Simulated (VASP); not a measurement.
# Band-edge properties of Tl2Te (Fm-3m), part 3 of 3

Aim: the gap of Tl2Te, the masses at its band edges and their response to strain. The cell is generated by rule, not measured, and may not be a known phase.

VASP 6.6.1, plane waves and PAW; the level of theory is named at each step.

Still holding for the runs below: The k-mesh is coarse for a metal.

So far. Step 3 (Bands on a dense mesh): At 23.5 GPa the cell is away from the equilibrium volume of this level: left free, it would expand. Step 5 (Orbitals for bands with HSE06): The run ends at a pressure of 25.41 GPa.

The structure was built from a prototype and need not be the compound's stable phase.

## Step 6: Bands with HSE06

This step: HSE06; plane waves and PAW (Te, Tl_d); invented cell (VASP 6.6.1).

A quarter of screened exact exchange corrects much of the semilocal gap error; its cost forces a coarser mesh.

Contents of INCAR:

```
SYSTEM = Tl2Te
PREC = Accurate
ENCUT = 400
EDIFF = 1E-06
NELM = 100
ISMEAR = 0
SIGMA = 0.02
LREAL = .FALSE.
ALGO = Normal
LHFCALC = .TRUE.
AEXX = 0.25
GGA = PE
HFSCREEN = 0.2
LASPH = .TRUE.
NBANDS = 22
PRECFOCK = Fast
LORBIT = 11
LWAVE = .FALSE.
LCHARG = .FALSE.
KPAR = 4
ISIF = 2
```

Contents of POSCAR:

```
Tl2Te
1.0
    0.0000000000      3.4015200000      3.4015200000
    3.4015200000      0.0000000000      3.4015200000
    3.4015200000      3.4015200000      0.0000000000
Te Tl
1 2
Direct
    0.0000000000      0.0000000000      0.0000000000
    0.2500000000      0.2500000000      0.2500000000
    0.7500000000      0.7500000000      0.7500000000
```

Contents of KPOINTS:

```
Automatic mesh
0
Gamma
4 4 4
0 0 0
```

Contents of KPOINTS_OPT:

```
Line mode
8
Line-mode
Reciprocal
  0.00000000   0.00000000   0.00000000 GAMMA
  0.50000000   0.00000000   0.50000000 X

  0.50000000   0.00000000   0.50000000 X
  0.50000000   0.25000000   0.75000000 W

  0.50000000   0.25000000   0.75000000 W
  0.37500000   0.37500000   0.75000000 K

  0.37500000   0.37500000   0.75000000 K
  0.00000000   0.00000000   0.00000000 GAMMA

  0.00000000   0.00000000   0.00000000 GAMMA
  0.50000000   0.50000000   0.50000000 L

  0.50000000   0.50000000   0.50000000 L
  0.62500000   0.25000000   0.62500000 U

  0.62500000   0.25000000   0.62500000 U
  0.50000000   0.25000000   0.75000000 W

  0.50000000   0.25000000   0.75000000 W
  0.50000000   0.50000000   0.50000000 L

  0.50000000   0.50000000   0.50000000 L
  0.37500000   0.37500000   0.75000000 K

  0.62500000   0.25000000   0.62500000 U
  0.50000000   0.00000000   0.50000000 X
```

The projector-augmented-wave data sets are Te and Tl_d (PBE family, release 64).

The run starts from files that an earlier step left in the folder.

Started as:

```sh
mpirun -np 4 vasp_std
```

The program printed:

```text
[banner, memory and clock lines left out]
running    4 mpi-ranks, on    1 nodes
 distrk:  each k-point on    1 cores,    4 groups
 distr:  one band on    1 cores,    1 groups

 POSCAR found type information on POSCAR TeTl
 POSCAR found :  2 types and       3 ions
 LDA part: xc-table for (Slater+PW92), standard interpolation
 found WAVECAR, reading the header
 POSCAR, INCAR and KPOINTS ok, starting setup
 FFT: planning ... GRIDC
 FFT: planning ... GRID_SOFT
 FFT: planning ... GRID
 reading WAVECAR
 the WAVECAR file was read successfully
 initial charge from wavefunction
 entering main loop
       N       E                     dE             d eps       ncg     rms          rms(c)
DAV:   1    -0.758526621016E+01   -0.75853E+01   -0.13565E+00   352   0.769E+00    0.152E+01
DAV:   2    -0.758981576468E+01   -0.45496E-02   -0.40156E-02   388   0.141E+00    0.969E+00
DAV:   3    -0.758878715798E+01    0.10286E-02   -0.48517E-03   416   0.535E-01    0.637E+00
DAV:   4    -0.758868620369E+01    0.10095E-03   -0.54555E-04   386   0.180E-01    0.388E+00
DAV:   5    -0.758868497325E+01    0.12304E-05   -0.63157E-05   370   0.594E-02    0.233E+00
DAV:   6    -0.758869216172E+01   -0.71885E-05   -0.10566E-05   392   0.227E-02    0.140E+00
DAV:   7    -0.758869701547E+01   -0.48538E-05   -0.15074E-06   272   0.923E-03    0.832E-01
DAV:   8    -0.758870034873E+01   -0.33333E-05   -0.68777E-07   206   0.675E-03    0.499E-01
DAV:   9    -0.758870231690E+01   -0.19682E-05   -0.33315E-07   194   0.427E-03    0.299E-01
DAV:  10    -0.758870315005E+01   -0.83315E-06   -0.14901E-07   188   0.276E-03
   1 F= -.75887032E+01 E0= -.75884223E+01  d E =-.561755E-03
 Start KPOINTS_OPT (optional k-point list driver)
k-point batch [1-8\80]
       N       E                     dE             ncg
DAV:   1     0.931681280232E+03   -0.25996E+04      360
DAV:   2    -0.570011738971E+03   -0.15017E+04      394
DAV:   3    -0.634411514752E+03   -0.64400E+02      376
DAV:   4    -0.635636626882E+03   -0.12251E+01      454
DAV:   5    -0.635647726987E+03   -0.11100E-01      400
DAV:   6    -0.635647918722E+03   -0.19174E-03      460
DAV:   7    -0.635647921961E+03   -0.32386E-05      280
DAV:   8    -0.635647922059E+03   -0.98851E-07      248
[...]
k-point batch [73-80\80]
       N       E                     dE             ncg
DAV:   1     0.853993661723E+03   -0.59964E+04      352
DAV:   2    -0.630099756918E+03   -0.14841E+04      388
DAV:   3    -0.682397094186E+03   -0.52297E+02      412
DAV:   4    -0.683358889071E+03   -0.96179E+00      438
DAV:   5    -0.683371112984E+03   -0.12224E-01      430
DAV:   6    -0.683371353882E+03   -0.24090E-03      458
DAV:   7    -0.683371358925E+03   -0.50431E-05      322
DAV:   8    -0.683371359071E+03   -0.14670E-06      272
```

Wall time 12 min (4 MPI ranks of Intel Xeon 6975P-C (Granite Rapids), shared host); peak memory 1.2 GiB; 46 min of CPU time.

OUTCAR, selected parts (step 6):

```text
   k-points           NKPTS =      8   k-points in BZ     NKDIM =     64   number of bands    NBANDS=     22

   NELECT =      32.0000    total number of electrons

  exchange ACFDT corr.  =         0.00000000  see jH, gK, PRB 81, 115126

 E-fermi :   8.9638

 k-point     1 :       0.0000    0.0000    0.0000
  band No.  band energies     occupation
    ...
     15       5.4753      2.00000
     16       5.4753      2.00000
     17       8.1858      2.00000
     18       8.1858      2.00000
     19       8.1858      2.00000
     20      13.7186      0.00000
     21      13.7186      0.00000
     22      13.7186      0.00000

  Total       12.0106328     12.0106328     12.0106328     -0.0000000      0.0000000      0.0000000
  in kB      244.4710233    244.4710233    244.4710233     -0.0000000      0.0000000      0.0000000
  external PRESSURE =     244.4710233 kB  Pullay stress =       0.0000000 kB

 POSITION                                       TOTAL-FORCE (eV/Angst)
 -----------------------------------------------------------------------------------
      0.00000      0.00000      0.00000         0.000000     -0.000000      0.000000
      1.70076      1.70076      1.70076        -0.000000     -0.000000     -0.000000
      5.10228      5.10228      5.10228         0.000000      0.000000      0.000000
 -----------------------------------------------------------------------------------
    total drift:                                0.000000      0.000000      0.000000

  FREE ENERGIE OF THE ION-ELECTRON SYSTEM (eV)
  ---------------------------------------------------
  free  energy   TOTEN  =        -7.5887031501 eV

  energy  without entropy=       -7.5881413951  energy(sigma->0) =       -7.58842227

[... 7 parts as in an earlier step ...]

[... 9 further parts left out ...]
```

The k-mesh is coarse for exact exchange; in a metal the Fermi energy and the levels can shift by several tenths of an eV on a finer one. The PAW data sets were made with PBE, which is usual practice but a small mismatch for other functionals.

This step gave:

```
SCF cycles              : 10
free energy (TOTEN)     : -7.589 eV
energy at zero smearing : -7.588 eV
Fermi energy            : 8.964 eV
pressure                : 24.45 GPa
```

Electronic bands along the path, in eV, zero at the Fermi level; # counts the bands kept, so #1 is VASP's band 12:

```tsv
point	#2	#3	#4	#5	#6	#7	#8	#9
Γ	-3.90	-3.49	-3.49	-3.49	-0.78	-0.78	-0.78	4.75
0.43 of the way	-5.49	-4.89	-4.89	-1.90	1.03	1.03	1.67	2.60
X	-6.55	-6.22	-6.22	-1.70	1.90	4.94	4.94	5.47
0.43 of the way	-7.93	-6.40	-4.49	-1.14	1.00	3.54	5.02	5.50
W	-9.34	-6.64	-1.65	-1.65	0.45	1.33	5.30	5.30
0.43 of the way	-8.98	-6.41	-2.89	-0.59	0.18	1.96	4.70	4.82
K	-8.81	-5.75	-4.10	0.00	0.20	3.06	3.78	3.99
0.43 of the way	-7.82	-4.38	-3.06	-2.35	1.06	1.08	2.85	3.90
Γ	-3.90	-3.49	-3.49	-3.49	-0.78	-0.78	-0.78	4.75
0.43 of the way	-5.58	-4.02	-4.02	-2.06	0.01	0.01	1.76	3.98
L	-6.44	-4.55	-4.55	0.01	0.41	0.41	3.33	5.05
0.43 of the way	-7.64	-4.96	-3.64	-1.23	1.24	1.92	3.19	3.84
U	-8.81	-5.75	-4.10	0.00	0.20	3.06	3.78	3.99
0.57 of the way	-8.98	-6.41	-2.89	-0.59	0.18	1.96	4.70	4.82
W	-9.34	-6.64	-1.65	-1.65	0.45	1.33	5.30	5.30
0.57 of the way	-7.88	-5.23	-3.24	-1.47	1.56	1.98	2.77	4.13
L	-6.44	-4.55	-4.55	0.01	0.41	0.41	3.33	5.05
0.43 of the way	-7.64	-4.96	-3.64	-1.23	1.24	1.92	3.19	3.84
K	-8.81	-5.75	-4.10	0.00	0.20	3.06	3.78	3.99
jump to U	-8.81	-5.75	-4.10	0.00	0.20	3.06	3.78	3.99
0.57 of the way	-7.58	-6.13	-5.22	-1.39	1.45	4.38	4.60	5.13
X	-6.55	-6.22	-6.22	-1.70	1.90	4.94	4.94	5.47
```

Of the projections kept (Te, Tl), the largest for each band there; the rest of the weight can lie on other orbitals:

```tsv
point	#2	#3	#4	#5	#6	#7	#8	#9
Γ	Tl 1.00	Te 0.77	Te 0.77	Te 0.77	Tl 0.88	Tl 0.88	Tl 0.88	Tl 0.99
X	Tl 0.98	Te 0.63	Te 0.63	Tl 0.70	Te 0.65	Te 0.55	Te 0.55	Tl 0.75
W	Tl 0.80	Te 0.60	Tl 0.59	Tl 0.59	Tl 0.72	Te 0.65	Tl 0.53	Tl 0.53
K	Tl 0.74	Te 0.64	Tl 0.73	Tl 0.62	Te 0.53	Te 0.50	Te 0.54	Tl 0.82
Γ	Tl 1.00	Te 0.77	Te 0.77	Te 0.77	Tl 0.88	Tl 0.88	Tl 0.88	Tl 0.99
L	Tl 0.78	Te 0.69	Te 0.69	Tl 0.74	Tl 0.86	Tl 0.86	Te 0.78	Tl 0.80
```

The electronic bands as a text plot (rows in eV, shown from -8.0 to 2.6 only):

```
    2.4 |   *             *            *     *  *           *
    1.9 |    **  **    *   *         **     *        **   **    *
    1.5 |   *  **    **   **   *           *     *****     *   *
    1.1 |  ****    *        **      *     * **      * ** ** *
    0.6 |           * *       *         ****  *   **   ***   **
    0.2 |  *         * ***    ****   *** *     ***      *
   -0.3 | *                    *** **   * *   * *        *   **
   -0.7 |*          ** *  *     ****   *     *   *     *    *
   -1.2 |          *  *               *    **         *   **
   -1.6 |    ******        *                      ****         **
   -2.0 |   *         *              *             **
   -2.5 |  *         *      **                   *
   -2.9 |              *    ***     *
   -3.4 |**               **   *****            *    *     *
   -3.8 |**         *   *     **  * **     ****       *   * **
   -4.2 | **             *  **  ** *  **  *    *       * *    *
   -4.7 |  **      *       *            ****          ****
   -5.1 |                 *         *       *        *    **   *
   -5.6 |   ***   *      *     *     *       ***            **
   -6.0 |*   *****      *         *   *         *   *         ***
   -6.5 | *    *********        ** *   ****      ***    **
   -6.9 |  *      *           *     *      *           *        *
   -7.3 |                      *                      *
   -7.8 |   *      *        ***      *      *        *    *    *
         Γ       X    W  K        Γ      L     U  W     L   K|U X
```

## Step 7: Outcome

* gap, PBE: none
* gap with spin-orbit coupling: none
* gap, HSE06 without spin-orbit coupling: none

**Reading.** At this level the bands overlap or touch. Masses were not obtained, since there is no gap at this level. The strain response was not obtained, since there is no gap at this level.

[Lines on the potential files, build, host, timing and source positions are cut from VASP's logs without a mark.]

[Logs are printed without paths, hosts, clocks, repeated set-up lines and the standing remarks that a program may print on its own settings, such as how far it seeks lower states.]

[Hosts, paths, dates, database ids (printed as entryN), source tags and the programs' standing remarks are cut or masked in the printed files.]

[In band tables of VASP the shares of atoms and orbitals are scaled to a sum of 1 inside the atoms' spheres.]

[Gaps and slopes under strain along one axis are those of the sampled path and mesh points; where strain splits equal valleys, another of them can be the edge.]
